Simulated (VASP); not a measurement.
BiTe: equation of state with PBEsol

Crystal: BiTe.

```
Bi Te
1.0
     2.42271    1.39875    3.31729
    -2.42271    1.39875    3.31729
     0.00000   -2.79750    3.31729
Bi Te
1 1
Direct
  0.50000 0.50000 0.50000
  0.00000 0.00000 0.00000
```

The cell comes from a database or a generator and needn't be the stable form of this composition.

```json
{"Program": "VASP 6.6.1", "Task": "equation of state", "Functional": "PBEsol", "Potentials or basis": "VASP PAW PBE potentials, release 64 (Bi_d, Te)", "Cutoff": "520 eV", "k mesh": "7 × 7 × 7", "Occupations": "fermi-dirac, width 0.05 eV", "Spin": "no spin polarisation", "Ladder": "free", "Further INCAR settings": "ALGO = Normal; EDIFF = 1e-07; NBANDS = 18"}
```

- Equilibrium volume: 32.19 Å³/atom
- Bulk modulus at fixed shape and positions: 55 GPa
- Pressure derivative of the bulk modulus: 4.6

Energy against volume, from the lowest point:
```tsv
volume (Å³/atom)	energy (meV/atom)
31.701	1.16
32.376	0.00
33.050	3.55
33.725	11.29
34.399	22.76
35.074	37.54
35.748	55.27
```

All runs of the series together: 3.9 min on 1 thread of Intel(R) Xeon(R) Platinum 8488C (Sapphire Rapids) (shared host).

Caveat: the cell was scaled at fixed shape and fractional positions, which overstates the stiffness of a crystal with free parameters, most of all of layers and chains; the PAW data sets were made with another functional, which shifts forces and pressure a little.
